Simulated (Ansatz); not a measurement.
A (100) slab of Ti (Im-3m (No. 229)), 7 planes, outer planes Ti (top) and Ti (bottom), with 7 atoms (Ti7) in a surface cell of A = 10.574 Å², as cut from the bulk:

```
Ti
1.0
     3.25179    0.00000    0.00000
     0.00000    3.25179    0.00000
     0.00000    0.00000   24.75537
Ti
7
Direct
  0.50000 0.50000 0.30296
  0.00000 0.00000 0.36864
  0.50000 0.50000 0.43432
  0.00000 0.00000 0.50000
  0.50000 0.50000 0.56568
  0.00000 0.00000 0.63136
  0.50000 0.50000 0.69704
```

All numbers below come from Ansatz 0.2.0, DFT r2SCAN, scalar-relativistic, plane waves, PAW. Plane waves to 500 eV, a k mesh through Γ of 11×11×1 on the computed 7-atom cell and Gaussian smearing (0.10 eV); no spin polarisation.

Against the same 7 atoms in the bulk, the slab as cut lies 2.293 eV higher and the relaxed slab 2.240 eV higher.

Question: Work out the surface energy before and after relaxation.

Answer: The slab has two faces, so γ = (E_slab − N·E_bulk)/(2A), the mean of both. As cut: 2.293/(2 × 10.574) = 0.1084 eV/Å², and 1 eV/Å² = 16.02 J/m², so γ = 1.74 J/m². Relaxed: 2.240/(2 × 10.574) = 0.1059 eV/Å² = 1.70 J/m². Relaxation recovers 2 % of the cost of cutting.

Question: What is the ideal work of this cut, per area?

Answer: Griffith's ideal work is 2γ: 3.47 J/m² if the new faces stay rigid, 3.39 J/m² if they relax. One thickness was run, 7 planes, so γ can still shift with it.

The reference crystal is the bcc form of Ti, which isn't its usual structure.